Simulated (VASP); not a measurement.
NaH: single point with PBE

Crystal: NaH.

```
Na H
1.0
     2.95512    0.00000    0.00000
     0.00000    2.95512    0.00000
     0.00000    0.00000    2.95512
Na H
1 1
Cartesian
  0.0305 0.0387 0.0157
  1.4935 1.4838 1.4508
```

The cell comes from a database or a generator and needn't be the stable form of this composition.

The cell isn't the ideal one: atoms moved at random, drawn with an rms of 0.05 Å.

```
Program             : VASP 6.6.1
Task                : single point
Functional          : PBE
Potentials or basis : VASP PAW PBE potentials, release 64 (Na_pv, H)
Cutoff              : 520 eV
k mesh              : 9 × 9 × 9
Occupations         : fermi-dirac, width 0.05 eV
Spin                : no spin polarisation
```

- Pressure: 0.2 GPa
- Largest force: 0.024 eV/Å
- Band gap on the k mesh: 1.50 eV, indirect (least direct gap 4.81 eV)

Forces on the atoms (eV/Å):
```
Na  -0.006 -0.014 -0.018
H    0.006  0.014  0.018
```

Levels at points of the mesh, in eV from the valence-band top:
| k point | band 2 | band 3 | band 4 | band 5 | band 6 | band 7 |
| --- | --- | --- | --- | --- | --- | --- |
| (0.00, 0.00, 0.00) | -24.32 | -24.32 | -5.68 | 8.88 | 11.20 | 11.20 |

It took 41 s on 1 thread of AMD EPYC 9R45 96-Core Processor (Zen 5) (shared host), peak memory 0.18 GiB.

Caveat: an odd mesh through Γ misses points on the zone boundary, where band edges often lie.
